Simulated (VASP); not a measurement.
# NiO, self-consistent run: which settings are enough?

NiO, P1 (no. 1), 2 atoms in the cell. PBE; PAW potentials Ni, O (PBE set). VASP 6.6.1. The atoms are moved at random off their ideal places.

Wanted: energy within 1 meV/atom; forces within 0.005 eV/Å; pressure within 0.1 GPa.

POSCAR:
```
NiO
1.0
    0.0000000000      2.0859016414      2.0859016414
    2.0859016414      0.0000000000      2.0859016414
    2.0859016414      2.0859016414      0.0000000000
Ni O
1 1
Direct
    0.0060160000     -0.0093650000     -0.0013670000
    0.5002690000      0.5020020000      0.4997840000
```

## FFT grids and symmetry tolerance typed by hand

| FFT grids and symmetry tolerance typed by hand | Energy less reference (meV/atom) | Forces, largest deviation (eV/Å) | Pressure (GPa) | SCF iterations | Time (s) |
|---|---|---|---|---|---|
| default | 0.0 | 0.0000 | -0.26 | 17 | 140 |
| NGX, NGY, NGZ = 26, 26, 26 | 0.0 | 0.0003 | -0.26 | 17 | 360 |
| NGX, NGY, NGZ = 16, 16, 16 | -0.2 | 0.0003 | -0.23 | 17 | 58 |
| NGX, NGY, NGZ = 14, 14, 14 | -2.9 | 0.0012 | -0.11 | 17 | 46 |
| NGX, NGY, NGZ = 12, 12, 12 | -0.3 | 0.0034 | -1.15 | 19 | 54 |
| NGXF, NGYF, NGZF = 30, 30, 30 | -0.1 | 0.0008 | -0.26 | 17 | 131 |
| NGXF, NGYF, NGZF = 58, 58, 58 | 0.0 | 0.0002 | -0.26 | 17 | 152 |
| SYMPREC = 0.001 | 0.0 | 0.0000 | -0.26 | 17 | 136 |
| SYMPREC = 1e-08 | 0.0 | 0.0000 | -0.26 | 17 | 130 |
| EWALD_CUTOFF = 2.0 | -3513.8 | 0.0995 | 101.90 | 17 | 131 |
| EWALD_CUTOFF = 8.0 | 0.0 | 0.0000 | -0.26 | 17 | 106 |

## Question

For each series: keep the first row unless others stay within half of the tolerance and take at least 30 % less time, and then take the fastest.

## Answer

- FFT grids and symmetry tolerance typed by hand: NGX, NGY, NGZ = 16, 16, 16

## The input

INCAR:
```
SYSTEM = NiO
ALGO = Normal
EDIFF = 1E-7
ENCUT = 400
ISIF = 2
ISMEAR = 0
ISPIN = 2
LASPH = .True.
LCHARG = .False.
LMAXMIX = 4
LORBIT = 11
LREAL = .False.
LWAVE = .False.
MAGMOM = 1 0
NELM = 100
NGX = 16
NGY = 16
NGZ = 16
PREC = Accurate
SIGMA = 0.02
```

KPOINTS:
```
k-points
0
Gamma
  9 9 9
```

Commands:
```
cat potpaw_PBE.64/Ni/POTCAR potpaw_PBE.64/O/POTCAR > POTCAR
mpirun -np 1 vasp_std > vasp.out
```

The chosen input took VASP 6.6.1 58 s on 1 core (Intel Xeon Platinum 8488C (Sapphire Rapids)), a shared host.

## An input that fails: an FFT grid typed too coarse

It runs to its end, but against the unchanged starting input it is off by 657.8 meV/atom in the energy, 0.0520 eV/Å in the forces, 23.81 GPa in the pressure.

Changes against the starting input:
```
+ NGX = 8
+ NGY = 8
+ NGZ = 8
```
